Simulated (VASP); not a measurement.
# Ta (Im-3m) in VASP: further runs

Aim: see how the results for Ta move with the level of theory and the settings. Levels: PBEsol, RPBE. Tasks: single point, relaxation of cell and atoms.

All numbers are computed with VASP 6.6.1; they aren't measurements. Logs are shortened: lines on timing, memory, paths and dates and some standing lists are left out, and cuts for length are marked.

### 1 Starting point

It takes space group Im-3m (No. 229, cubic). The conventional cell has a = 3.310 Å, b = 3.310 Å, c = 3.310 Å, α = 90.00°, β = 90.00°, γ = 90.00°. Ta (site symmetry m-3m) is surrounded by 8 Ta at 2.87 Å.

### 2 Single point, PBEsol

The input, INCAR:

```
SYSTEM = Ta
PREC = Accurate ; ENCUT = 520
EDIFF = 1E-6 ; ISMEAR = 0
SIGMA = 0.1 ; LREAL = .FALSE.
LASPH = .TRUE. ; NELM = 100
ALGO = Normal ; ISIF = 2
LWAVE = .FALSE. ; LCHARG = .TRUE.
GGA = PS ; LELF = .TRUE.
LVHAR = .TRUE.
```

The input, KPOINTS:

```
regular mesh
0
G
  18 18 18
  0 0 0
```

The input, POSCAR:

```
Ta
1.0
   -1.6549278100      1.6549278100      1.6549278100
    1.6549278100     -1.6549278100      1.6549278100
    1.6549278100      1.6549278100     -1.6549278100
Ta
1
Direct
    0.0000000000      0.0000000000      0.0000000000
```

Potentials or basis: VASP PAW PBE potentials, release 64 (Ta_pv).

Started as:

```console
$ cat potpaw_PBE.64/Ta_pv/POTCAR > POTCAR
$ mpirun -np 1 vasp_std > vasp.out
```

OUTCAR:

```text
SYSTEM = Ta
   PREC = Accurate
   ENCUT = 520
   EDIFF = 1E-6
   ISMEAR = 0
   LREAL = .FALSE.
   LASPH = .TRUE.
   NELM = 100
   ISIF = 2
   GGA = PS

 ion  position               nearest neighbor table
   1  0.000  0.000  0.000-

  LATTYP: Found a body centered cubic cell.
 ALAT       =     3.3098556200

  Lattice vectors:

 A1 = (  -1.6549278100,   1.6549278100,   1.6549278100)
 A2 = (   1.6549278100,  -1.6549278100,   1.6549278100)
 A3 = (   1.6549278100,   1.6549278100,  -1.6549278100)

Analysis of symmetry for initial positions (statically):
=====================================================================
 Subroutine PRICEL returns:
 Original cell was already a primitive cell.

 Routine SETGRP: Setting up the symmetry group for a
 body centered cubic supercell.

 Subroutine GETGRP returns: Found 48 space group operations
 (whereof 48 operations were pure point group operations)
 out of a pool of 48 trial point group operations.

The static configuration has the point symmetry O_h .

Analysis of symmetry for dynamics (positions and initial velocities):
=====================================================================
 Subroutine PRICEL returns:
 Original cell was already a primitive cell.

 Routine SETGRP: Setting up the symmetry group for a
 body centered cubic supercell.

 Subroutine GETGRP returns: Found 48 space group operations
 (whereof 48 operations were pure point group operations)
 out of a pool of 48 trial point group operations.

The dynamic configuration has the point symmetry O_h .

 Subroutine INISYM returns: Found 48 space group operations
 (whereof 48 operations are pure point group operations),
 and found     1 'primitive' translations

----------------------------------------------------------------------------------------

                                     Primitive cell

  volume of cell :      18.1300

  direct lattice vectors                    reciprocal lattice vectors
    -1.654927810  1.654927810  1.654927810     0.000000000  0.302127982  0.302127982
     1.654927810 -1.654927810  1.654927810     0.302127982  0.000000000  0.302127982
     1.654927810  1.654927810 -1.654927810     0.302127982  0.302127982  0.000000000

  length of vectors
     2.866419050  2.866419050  2.866419050     0.427273490  0.427273490  0.427273490

  position of ions in fractional coordinates (direct lattice)
     0.000000000  0.000000000  0.000000000

[... 79 lines left out ...]
   IBRION =     -1    ionic relax: 0-MD 1-quasi-New 2-CG
   NFREE  =      0    steps in history (QN), initial steepest desc. (CG)
   ISIF   =      2    stress and relaxation
   ISYM   =      2    0-nonsym 1-usesym 2-fastsym
   POTIM  = 0.5000    time-step for ionic-motion
   TEBEG  =    0.0;   TEEND  =   0.0 temperature during run
   PSTRESS=    0.0 pullay stress
   NELECT =      11.0000    total number of electrons
   NUPDOWN=      -1.0000    fix difference up-down
   EMIN   =  10.00;   EMAX   =-10.00  energy-range for DOS
   EFERMI =   0.00;   METHOD = LEGACY
   ISMEAR =     0;   SIGMA  =   0.10  broadening in eV -4-tet -1-fermi 0-gaus
   EFERMI_NEDOS =   21; number of points for ismear=-14 and -15
   IALGO  =     38    algorithm
   IMIX   =      4    mixing-type and parameters
     AMIX     =   0.40;   BMIX     =  1.00
     AMIX_MAG =   1.60;   BMIX_MAG =  1.00
  volume/ion in A,a.u.               =      18.13       122.35
  Fermi-wavevector in a.u.,A,eV,Ry     =   1.385926  2.619020 26.133942  1.920791
  Thomas-Fermi vector in A             =   2.510290
   LORBIT       =      0    0 simple, 1 ext, 2 COOP (PROOUT), +10 PAW based schemes
   GGA     = PS    functional components
   LHFCALC =     F    Hartree Fock is set to
   AEXX    =    0.0000 exact exchange contribution
   IVDW    =     0    specifies the selected vdW correction
   LEPSILON=     F    determine dielectric tensor
   LRPA    =     F    only Hartree local field effects (RPA)
 non-spin polarized calculation
 Gauss-broadening in eV      SIGMA  =   0.10
  energy-cutoff  :      520.00
  volume of cell :       18.13
 maximum number of plane-waves:       498
 NGX is ok and might be reduce to    24
   NGX = 11   NGY = 11   NGZ = 11

 number of electron      11.0000001 magnetization

 Free energy of the ion-electron system (eV)
  ---------------------------------------------------
  ext. energy  EPLUGINS =         0.00000000
  ---------------------------------------------------
  free energy    TOTEN  =       -12.54801493 eV

  energy without entropy =      -12.54191481  energy(sigma->0) =      -12.54496487

 E-fermi :   5.2762     XC(G=0): -12.6946

 val. band max:        5.2651589783   @ k =   0.3333   0.0000   0.0000
 cond. band min:       5.2859953367   @ k =  -0.2778   0.3889   0.1111
 fundamental gap:      0.0208363584
 Fermi energy:         5.2762043639

 k-point     1 :       0.0000    0.0000    0.0000
  band No.  band energies     occupation
      1     -27.7823      2.00000
      2     -27.7823      2.00000
      3     -27.7823      2.00000
      4      -2.6357      2.00000
      5       5.9890      0.00000
      6       5.9890      0.00000
      7       5.9890      0.00000
      8       9.2352      0.00000
      9       9.2352      0.00000
[... 265 lines left out ...]
 k-point    24 :       0.3889    0.1111    0.0000
  band No.  band energies     occupation
      1     -28.8663      2.00000
      2     -28.1876      2.00000
      3     -27.8402      2.00000
      4       1.2980      2.00000
      5       3.8539      2.00000
      6       5.9203      0.00000
      7       8.9844      0.00000
      8      10.2679      0.00000
      9      13.1116      0.00000

 [... further k-points ...]

------------------------ aborting loop because EDIFF is reached ----------------------------------------

  FORCE on cell =-STRESS in cart. coord.  units (eV):
  Direction    XX          YY          ZZ          XY          YZ          ZX
  --------------------------------------------------------------------------------------
  -------------------------------------------------------------------------------------
  Total       -0.5782570     -0.5782570     -0.5782570     -0.0000000     -0.0000000     -0.0000000
  in kB      -51.1015782    -51.1015782    -51.1015782     -0.0000000     -0.0000000     -0.0000000
  external PRESSURE =     -51.1015782 kB  Pullay stress =       0.0000000 kB

 VOLUME and BASIS-vectors are now :
 -----------------------------------------------------------------------------
  energy-cutoff  :      520.00
  volume of cell :       18.13
      direct lattice vectors                 reciprocal lattice vectors
    -1.654927810  1.654927810  1.654927810     0.000000000  0.302127982  0.302127982
     1.654927810 -1.654927810  1.654927810     0.302127982  0.000000000  0.302127982
     1.654927810  1.654927810 -1.654927810     0.302127982  0.302127982  0.000000000

 POSITION                                       TOTAL-FORCE (eV/Angst)
 -----------------------------------------------------------------------------------
      0.00000      0.00000      0.00000         0.000000     -0.000000      0.000000
 -----------------------------------------------------------------------------------
    total drift:                               -0.000000      0.000000     -0.000000

  FREE ENERGIE OF THE ION-ELECTRON SYSTEM (eV)
  ---------------------------------------------------
  free  energy   TOTEN  =       -12.5480149320 eV

  energy  without entropy=      -12.5419148066  energy(sigma->0) =      -12.54496487
```

OSZICAR:

```text
N       E                     dE             d eps       ncg     rms          rms(c)
DAV:   1     0.457249487423E+02    0.45725E+02   -0.66271E+03  3518   0.117E+03
DAV:   2    -0.123699806904E+02   -0.58095E+02   -0.57320E+02  4441   0.246E+02
DAV:   3    -0.130626064842E+02   -0.69263E+00   -0.67090E+00  4015   0.267E+01
DAV:   4    -0.130669416902E+02   -0.43352E-02   -0.43328E-02  4020   0.182E+00
DAV:   5    -0.130669695674E+02   -0.27877E-04   -0.27876E-04  4007   0.121E-01    0.136E+01
DAV:   6    -0.126676944679E+02    0.39928E+00   -0.44517E-01  3646   0.793E+00    0.655E+00
DAV:   7    -0.125498874561E+02    0.11781E+00   -0.34320E-01  3683   0.657E+00    0.380E-01
DAV:   8    -0.125480439708E+02    0.18435E-02   -0.39047E-03  3759   0.847E-01    0.902E-02
DAV:   9    -0.125480173712E+02    0.26600E-04   -0.11119E-04  3737   0.132E-01    0.257E-02
DAV:  10    -0.125480149844E+02    0.23868E-05   -0.40168E-06  4016   0.275E-02    0.409E-03
DAV:  11    -0.125480149320E+02    0.52314E-07   -0.21634E-07  1875   0.622E-03
   1 F= -.12548015E+02 E0= -.12544965E+02  d E =-.610013E-02
```

It took 33 s on 1 thread of Intel Xeon Platinum 8559C (Emerald Rapids), shared host; peak memory 0.16 GiB.

Results:

```yaml
Free_energy: -12.5480 eV
Pressure: -5.1 GPa
Band_gap_on_the_k_mesh: none (metal or under the smearing width)
```

Caveat: the PAW data sets were made with another functional, which shifts forces and pressure a little.

### 3 Relaxation of cell and atoms, PBEsol

The input, INCAR:

```
SYSTEM = Ta
ALGO = Normal
EDIFF = 1E-7
EDIFFG = -0.005
ENCUT = 580
GGA = PS
IBRION = 2
ISIF = 3
ISMEAR = 0
LASPH = .TRUE.
LCHARG = .FALSE.
LREAL = .FALSE.
LWAVE = .FALSE.
NELM = 100
NSW = 90
PREC = Accurate
SIGMA = 0.1
```

The input, KPOINTS:

```
k-points
0
G
  18 18 18
  0 0 0
```

POSCAR is that of step 2.

Potentials or basis: VASP PAW PBE potentials, release 64 (Ta).

Started as:

```console
$ cat potpaw_PBE.64/Ta/POTCAR > POTCAR
$ mpirun -np 1 vasp_std > vasp.out
```

OUTCAR:

```text
SYSTEM = Ta
   EDIFF = 1E-7
   EDIFFG = -0.005
   ENCUT = 580
   GGA = PS
   IBRION = 2
   ISIF = 3
   ISMEAR = 0
   LASPH = .TRUE.
   LREAL = .FALSE.
   NELM = 100
   NSW = 90
   PREC = Accurate

 ion  position               nearest neighbor table
   1  0.000  0.000  0.000-

  LATTYP: Found a body centered cubic cell.
 ALAT       =     3.3098556200

  Lattice vectors:

 A1 = (  -1.6549278100,   1.6549278100,   1.6549278100)
 A2 = (   1.6549278100,  -1.6549278100,   1.6549278100)
 A3 = (   1.6549278100,   1.6549278100,  -1.6549278100)

Analysis of symmetry for initial positions (statically):
=====================================================================
 Subroutine PRICEL returns:
 Original cell was already a primitive cell.

[... 358 lines left out ...]

 val. band max:        5.8369353621   @ k =  -0.2778   0.3889   0.1111
 cond. band min:       5.8394983570   @ k =  -0.1667   0.2222   0.0556
 fundamental gap:      0.0025629948
 Fermi energy:         5.8382655696

 k-point     1 :       0.0000    0.0000    0.0000
  band No.  band energies     occupation
      1      -2.2017      2.00000
      2       6.5576      0.00000
      3       6.5576      0.00000
      4       6.5576      0.00000
      5       9.9266      0.00000
      6       9.9266      0.00000
[... 199 lines left out ...]
 k-point    24 :       0.3889    0.1111    0.0000
  band No.  band energies     occupation
      1       1.7302      2.00000
      2       4.3290      2.00000
      3       6.5733      0.00000
      4       9.6859      0.00000
      5      11.0358      0.00000
      6      14.0118      0.00000

 [... further k-points ...]

------------------------ aborting loop because EDIFF is reached ----------------------------------------

  FORCE on cell =-STRESS in cart. coord.  units (eV):
  Direction    XX          YY          ZZ          XY          YZ          ZX
  --------------------------------------------------------------------------------------
  -------------------------------------------------------------------------------------
  Total        0.0046736      0.0046736      0.0046736      0.0000000      0.0000000      0.0000000
  in kB        0.4272848      0.4272848      0.4272848      0.0000000      0.0000000      0.0000000
  external PRESSURE =       0.4272848 kB  Pullay stress =       0.0000000 kB
[... 16 lines left out ...]
  FREE ENERGIE OF THE ION-ELECTRON SYSTEM (eV)
  ---------------------------------------------------
  free  energy   TOTEN  =       -12.6146212691 eV

  energy  without entropy=      -12.6087348081  energy(sigma->0) =      -12.61167804

 reached required accuracy - stopping structural energy minimisation
```

CONTCAR:

```text
Ta
   1.00000000000000
    -1.6362979751540407    1.6362979751540407    1.6362979751540407
     1.6362979751540407   -1.6362979751540407    1.6362979751540407
     1.6362979751540407    1.6362979751540407   -1.6362979751540407
  Ta
     1
Direct
     0.0000000000000000    0.0000000000000000    0.0000000000000000

  0.00000000E+00  0.00000000E+00  0.00000000E+00
```

It took 62 s on 1 thread of Intel Xeon Platinum 8559C (Emerald Rapids), shared host; peak memory 0.16 GiB.

Results:

```yaml
Free_energy: -12.6146 eV
Relaxed_volume: 17.52 Å³/atom
Relaxed_cell: a = 2.834 Å, b = 2.834 Å, c = 2.834 Å, α = 109.47°, β = 109.47°, γ = 109.47°
Space_group_after_relaxing_to_0.05_Å: Im-3m (No. 229)
Energy_gained_by_relaxing: 13.4 meV/atom
Ionic_steps: 11
Pressure_after_relaxing: 0.0 GPa
Band_gap_on_the_k_mesh: none (metal or under the smearing width)
```

The path:
```
step  energy change (eV)  largest force (eV/Å)  pressure (GPa)  volume (Å³)
   1              0.0000                0.0000           -6.84        18.13
   2              0.0655                0.0000           20.08        16.17
   3             -0.0134                0.0000           -0.22        17.54
   4             -0.0134                0.0000            0.16        17.52
   5             -0.0134                0.0000           -0.49        17.56
   6             -0.0134                0.0000           -0.09        17.53
   7             -0.0134                0.0000            0.14        17.52
   8             -0.0134                0.0000           -0.08        17.53
   9             -0.0134                0.0000           -0.08        17.53
  10             -0.0134                0.0000           -0.06        17.52
  11             -0.0134                0.0000            0.04        17.52
```

Final structure:
```cif
data_structure
_symmetry_space_group_name_H-M 'P 1'
_symmetry_Int_Tables_number 1
_cell_length_a 2.8342
_cell_length_b 2.8342
_cell_length_c 2.8342
_cell_angle_alpha 109.471
_cell_angle_beta 109.471
_cell_angle_gamma 109.471
_cell_volume 17.52
loop_
_atom_site_label
_atom_site_type_symbol
_atom_site_fract_x
_atom_site_fract_y
_atom_site_fract_z
_atom_site_occupancy
Ta1 Ta 0.00000 0.00000 0.00000 1
```

Caveat: the PAW data sets were made with another functional, which shifts forces and pressure a little. The run has no spin-orbit coupling, so splittings on Ta are missing.

(Continued in part 2 of 2.)
